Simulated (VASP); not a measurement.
# Ge (Imma) in VASP: single point with PBE

Aim: the single point of Ge with PBE.

Program: VASP 6.6.1. These are calculated values, not measurements. Logs are shortened: lines on timing, memory, paths and dates and some standing lists are left out, and cuts for length are marked.

### Step 1. The crystal as given

Symmetry: Imma, No. 74, orthorhombic system. The conventional cell has a = 4.992 Å, b = 5.302 Å, c = 2.874 Å, α = 90.00°, β = 90.00°, γ = 90.00°. Around Ge (site symmetry mm2) lie 6 Ge at 2.68 to 2.87 Å.

This isn't the form of Ge at room conditions, which is diamond.

### Step 2. Single point, PBE

Contents of INCAR:

```
  PREC = Accurate
  ENCUT = 520
  EDIFF = 1E-6
  ISMEAR = 0
  SIGMA = 0.1
  LREAL = False
  LASPH = True
  NELM = 100
  ALGO = Normal
  ISIF = 2
  LWAVE = False
  LCHARG = False
  GGA = PE
  NBANDS = 21
```

Contents of KPOINTS:

```
Automatic mesh
0
Gamma
  8 8 8
```

Contents of POSCAR:

```
Ge
1.0
   -2.4958980000      2.6508630000      1.4369470000
    2.4958980000     -2.6508630000      1.4369470000
    2.4958980000      2.6508630000     -1.4369470000
Ge
2
Direct
    0.1859430000      0.9359430000      0.2500000000
    0.8140570000      0.0640570000      0.7500000000
```

Potentials or basis: VASP PAW PBE potentials, release 64 (Ge_d).

Started as:

```bash
$ cat potpaw_PBE.64/Ge_d/POTCAR > POTCAR
$ mpirun -np 1 vasp_std > vasp.out
```

OUTCAR:

```text
PREC = Accurate
   ENCUT = 520
   EDIFF = 1E-6
   ISMEAR = 0
   LREAL = False
   LASPH = True
   NELM = 100
   ISIF = 2
   GGA = PE

 ion  position               nearest neighbor table
   1  0.186  0.936  0.250-   2 2.68   2 2.68   2 2.72   2 2.72
   2  0.814  0.064  0.750-   1 2.68   1 2.68   1 2.72   1 2.72

  LATTYP: Found a body centered orthorhombic cell.
 ALAT       =     2.8738940000
 B/A-ratio  =     1.7369450648
 C/A-ratio  =     1.8447882907

  Lattice vectors:

 A1 = (   2.4958980000,  -2.6508630000,   1.4369470000)
 A2 = (  -2.4958980000,  -2.6508630000,  -1.4369470000)
 A3 = (   2.4958980000,   2.6508630000,  -1.4369470000)

Analysis of symmetry for initial positions (statically):
=====================================================================
 Subroutine PRICEL returns:
 Original cell was already a primitive cell.

 Routine SETGRP: Setting up the symmetry group for a
 body centered orthorhombic supercell.

 Subroutine GETGRP returns: Found  8 space group operations
 (whereof  4 operations were pure point group operations)
 out of a pool of  8 trial point group operations.

The static configuration has the point symmetry C_2h.
 The point group associated with its full space group is D_2h.

Analysis of symmetry for dynamics (positions and initial velocities):
=====================================================================
 Subroutine PRICEL returns:
 Original cell was already a primitive cell.

 Routine SETGRP: Setting up the symmetry group for a
 body centered orthorhombic supercell.

 Subroutine GETGRP returns: Found  8 space group operations
 (whereof  4 operations were pure point group operations)
 out of a pool of  8 trial point group operations.

The dynamic configuration has the point symmetry C_2h.
 The point group associated with its full space group is D_2h.

 Subroutine INISYM returns: Found  8 space group operations
 (whereof  4 operations are pure point group operations),
 and found     1 'primitive' translations

----------------------------------------------------------------------------------------

                                     Primitive cell

  volume of cell :      38.0290

  direct lattice vectors                    reciprocal lattice vectors
    -2.495898000  2.650863000  1.436947000     0.000000000  0.188617820  0.347959946
     2.495898000 -2.650863000  1.436947000     0.200328699  0.000000000  0.347959946
     2.495898000  2.650863000 -1.436947000     0.200328699  0.188617820  0.000000000

  length of vectors
     3.914255760  3.914255760  3.914255760     0.395793893  0.401506801  0.275151358

  position of ions in fractional coordinates (direct lattice)
     0.185943000  0.935943000  0.250000000
     0.814057000  0.064057000  0.750000000

  ion indices of the primitive-cell ions
   primitive index   ion index
                 1           1
                 2           2

----------------------------------------------------------------------------------------

 KPOINTS: Automatic mesh

Automatic generation of k-mesh.
 Grid dimensions read from file:
 generate k-points for:    8    8    8

 Generating k-lattice:

  Cartesian coordinates                     Fractional coordinates (reciprocal lattice)
     0.000000000  0.023577227  0.043494993     0.125000000  0.000000000  0.000000000
     0.025041087  0.000000000  0.043494993     0.000000000  0.125000000  0.000000000
     0.025041087  0.023577227  0.000000000     0.000000000  0.000000000  0.125000000

  Length of vectors
     0.049474237  0.050188350  0.034393920

  Shift w.r.t. Gamma in fractional coordinates (k-lattice)
     0.000000000  0.000000000  0.000000000

 Subroutine IBZKPT returns following result:
 ===========================================

 Found     95 irreducible k-points:

 Following reciprocal coordinates:
            Coordinates               Weight
  0.000000  0.000000  0.000000      1.000000
  0.125000  0.000000 -0.000000      4.000000
  0.250000  0.000000 -0.000000      4.000000
  0.375000  0.000000 -0.000000      4.000000
  0.500000  0.000000 -0.000000      2.000000
  0.000000  0.125000 -0.000000      4.000000
[... 16 lines left out ...]
  0.125000  0.375000 -0.000000      8.000000
  0.250000  0.375000 -0.000000      8.000000
 [... further k-points ...]
   k-points           NKPTS =     95   k-points in BZ     NKDIM =     95   number of bands    NBANDS=     21
   number of dos      NEDOS =    301   number of ions     NIONS =      2
   total plane-waves  NPLWV =  27000
   dimension x,y,z NGX =    30 NGY =   30 NGZ =   30
   dimension x,y,z NGXF=    60 NGYF=   60 NGZF=   60
   ions per type =               2
   NGX,Y,Z   is equivalent  to a cutoff of  12.74, 12.74, 12.74 a.u.
   NGXF,Y,Z  is equivalent  to a cutoff of  25.48, 25.48, 25.48 a.u.
 SYSTEM =  unknown system
   PREC   = accura    normal or accurate (medium, high low for compatibility)
   ISTART =      0    job   : 0-new  1-cont  2-samecut
   ICHARG =      2    charge: 1-file 2-atom 10-const
   ISPIN  =      1    spin polarized calculation?
   LNONCOLLINEAR =      F non collinear calculations
   LSORBIT =      F    spin-orbit coupling
   LASPH  =      T    aspherical Exc in radial PAW
   ENCUT  =  520.0 eV  38.22 Ry    6.18 a.u.   7.28  7.28  7.28*2*pi/ulx,y,z
   NELM   =    100;   NELMIN=  2; NELMDL= -5     # of ELM steps
   EDIFF  = 0.1E-05   stopping-criterion for ELM
   LREAL  =      F    real-space projection
   EDIFFG = 0.1E-04   stopping-criterion for IOM
   NSW    =      0    number of steps for IOM
   IBRION =     -1    ionic relax: 0-MD 1-quasi-New 2-CG
   NFREE  =      0    steps in history (QN), initial steepest desc. (CG)
   ISIF   =      2    stress and relaxation
   ISYM   =      2    0-nonsym 1-usesym 2-fastsym
   POTIM  = 0.5000    time-step for ionic-motion
   TEBEG  =    0.0;   TEEND  =   0.0 temperature during run
   PSTRESS=    0.0 pullay stress
   NELECT =      28.0000    total number of electrons
   NUPDOWN=      -1.0000    fix difference up-down
   EMIN   =  10.00;   EMAX   =-10.00  energy-range for DOS
   EFERMI =   0.00;   METHOD = LEGACY
   ISMEAR =     0;   SIGMA  =   0.10  broadening in eV -4-tet -1-fermi 0-gaus
   EFERMI_NEDOS =   21; number of points for ismear=-14 and -15
   IALGO  =     38    algorithm
   IMIX   =      4    mixing-type and parameters
     AMIX     =   0.40;   BMIX     =  1.00
     AMIX_MAG =   1.60;   BMIX_MAG =  1.00
  volume/ion in A,a.u.               =      19.01       128.32
  Fermi-wavevector in a.u.,A,eV,Ry     =   1.478277  2.793539 29.732860  2.185304
  Thomas-Fermi vector in A             =   2.592578
   LORBIT       =      0    0 simple, 1 ext, 2 COOP (PROOUT), +10 PAW based schemes
   GGA     = PE    functional components
   LHFCALC =     F    Hartree Fock is set to
   AEXX    =    0.0000 exact exchange contribution
   IVDW    =     0    specifies the selected vdW correction
   LEPSILON=     F    determine dielectric tensor
   LRPA    =     F    only Hartree local field effects (RPA)
 non-spin polarized calculation
 Gauss-broadening in eV      SIGMA  =   0.10
  energy-cutoff  :      520.00
  volume of cell :       38.03
 maximum number of plane-waves:      1044
 NGX is ok and might be reduce to    30
   NGX = 15   NGY = 15   NGZ = 15

 number of electron      28.0000014 magnetization

 Free energy of the ion-electron system (eV)
  ---------------------------------------------------
  ext. energy  EPLUGINS =         0.00000000
  ---------------------------------------------------
  free energy    TOTEN  =        -8.56401713 eV

  energy without entropy =       -8.55903675  energy(sigma->0) =       -8.56152694

 E-fermi :   6.4846     XC(G=0): -11.1914

 val. band max:        6.4395160577   @ k =   0.2500   0.3750  -0.0000
 cond. band min:       6.5060410077   @ k =   0.5000   0.1250   0.0000
 fundamental gap:      0.0665249500
 Fermi energy:         6.4846256902

 k-point     1 :       0.0000    0.0000    0.0000
  band No.  band energies     occupation
      1     -18.2270      2.00000
      2     -18.1517      2.00000
      3     -18.1501      2.00000
      4     -18.1460      2.00000
      5     -18.1139      2.00000
      6     -18.0754      2.00000
[... 13 lines left out ...]
     20      17.2454      0.00000
     21      19.1752      0.00000

 k-point     2 :       0.1250    0.0000   -0.0000
  band No.  band energies     occupation
      1     -18.2156      2.00000
      2     -18.1394      2.00000
      3     -18.1386      2.00000
      4     -18.1290      2.00000
      5     -18.1169      2.00000
      6     -18.0797      2.00000
[... 13 lines left out ...]
     20      16.7914      0.00000
     21      18.7519      0.00000

 k-point     3 :       0.2500    0.0000   -0.0000
  band No.  band energies     occupation
      1     -18.1868      2.00000
      2     -18.1259      2.00000
      3     -18.1156      2.00000
      4     -18.1103      2.00000
      5     -18.0853      2.00000
      6     -18.0786      2.00000
[... 13 lines left out ...]
     20      14.7583      0.00000
     21      19.0273      0.00000

 k-point     4 :       0.3750    0.0000   -0.0000
  band No.  band energies     occupation
      1     -18.1534      2.00000
      2     -18.1257      2.00000
      3     -18.1002      2.00000
      4     -18.0964      2.00000
      5     -18.0818      2.00000
      6     -18.0803      2.00000
[... 13 lines left out ...]
     20      15.3578      0.00000
     21      20.5706      0.00000

 k-point     5 :       0.5000    0.0000   -0.0000
  band No.  band energies     occupation
      1     -18.1322      2.00000
      2     -18.1164      2.00000
      3     -18.1128      2.00000
      4     -18.1054      2.00000
      5     -18.0901      2.00000
      6     -18.0727      2.00000
[... 13 lines left out ...]
     20      17.4366      0.00000
     21      18.7744      0.00000

 k-point     6 :       0.0000    0.1250   -0.0000
  band No.  band energies     occupation
      1     -18.2194      2.00000
      2     -18.1410      2.00000
      3     -18.1393      2.00000
      4     -18.1391      2.00000
      5     -18.1034      2.00000
      6     -18.0829      2.00000
[... 13 lines left out ...]
     20      16.8016      0.00000
     21      17.3813      0.00000

 k-point     7 :       0.1250    0.1250   -0.0000
  band No.  band energies     occupation
      1     -18.2028      2.00000
      2     -18.1303      2.00000
      3     -18.1264      2.00000
      4     -18.1113      2.00000
      5     -18.0936      2.00000
      6     -18.0740      2.00000
[... 13 lines left out ...]
     20      14.6056      0.00000
     21      17.2495      0.00000
[... 291 lines left out ...]
      1     -18.1923      2.00000
      2     -18.1639      2.00000
      3     -18.1561      2.00000
      4     -18.1198      2.00000
      5     -18.0924      2.00000
      6     -18.0616      2.00000
[... 13 lines left out ...]
     20      17.8675      0.00000
     21      18.0795      0.00000

 k-point    21 :      -0.1250    0.2500   -0.0000
  band No.  band energies     occupation
      1     -18.2062      2.00000
      2     -18.1504      2.00000
      3     -18.1466      2.00000
      4     -18.1275      2.00000
      5     -18.0852      2.00000
      6     -18.0772      2.00000
[... 13 lines left out ...]
     20      17.2115      0.00000
     21      18.2097      0.00000

 k-point    22 :       0.0000    0.3750   -0.0000
  band No.  band energies     occupation
      1     -18.2046      2.00000
      2     -18.1465      2.00000
      3     -18.1347      2.00000
      4     -18.1246      2.00000
      5     -18.0868      2.00000
      6     -18.0473      2.00000
[... 13 lines left out ...]
     20      16.1805      0.00000
     21      17.0773      0.00000

 k-point    23 :       0.1250    0.3750   -0.0000
  band No.  band energies     occupation
      1     -18.2003      2.00000
      2     -18.1569      2.00000
      3     -18.1385      2.00000
      4     -18.1109      2.00000
      5     -18.0772      2.00000
      6     -18.0581      2.00000
[... 13 lines left out ...]
     20      16.8702      0.00000
     21      18.4839      0.00000

 k-point    24 :       0.2500    0.3750   -0.0000
  band No.  band energies     occupation
      1     -18.1808      2.00000
      2     -18.1583      2.00000
      3     -18.1288      2.00000
      4     -18.0938      2.00000
      5     -18.0684      2.00000
      6     -18.0613      2.00000
[... 13 lines left out ...]
     20      17.3277      0.00000
     21      18.4092      0.00000

 [... further k-points ...]
[... 5 lines left out ...]
  --------------------------------------------------------------------------------------
  -------------------------------------------------------------------------------------
  Total        0.0802178      0.1367666      0.4355911      0.0000000      0.0000000      0.0000000
  in kB        3.3796095      5.7620314     18.3516330      0.0000000      0.0000000      0.0000000
  external PRESSURE =       9.1644246 kB  Pullay stress =       0.0000000 kB

 VOLUME and BASIS-vectors are now :
 -----------------------------------------------------------------------------
  energy-cutoff  :      520.00
  volume of cell :       38.03
      direct lattice vectors                 reciprocal lattice vectors
    -2.495898000  2.650863000  1.436947000     0.000000000  0.188617820  0.347959946
     2.495898000 -2.650863000  1.436947000     0.200328699  0.000000000  0.347959946
     2.495898000  2.650863000 -1.436947000     0.200328699  0.188617820  0.000000000

 POSITION                                       TOTAL-FORCE (eV/Angst)
 -----------------------------------------------------------------------------------
      2.49590     -1.32543      1.25285         0.000000      0.000000     -0.014724
      0.00000      3.97629      0.18409        -0.000000     -0.000000      0.014724
 -----------------------------------------------------------------------------------
    total drift:                                0.000000      0.000000     -0.000000

  FREE ENERGIE OF THE ION-ELECTRON SYSTEM (eV)
  ---------------------------------------------------
  free  energy   TOTEN  =        -8.5640171345 eV

  energy  without entropy=       -8.5590367489  energy(sigma->0) =       -8.56152694
```

It took 34 s on 1 thread of Intel Xeon 6975P-C (Granite Rapids), shared host; peak memory 0.2 GiB.

What came out:

```
Free energy            : -8.5640 eV
Pressure               : 0.9 GPa
Largest force          : 0.015 eV/Å
Band gap on the k mesh : none (metal or under the smearing width)
```

Forces in eV/Å, atoms in the order of the input:
```
Ge   0.000  0.000 -0.015
Ge   0.000  0.000  0.015
```
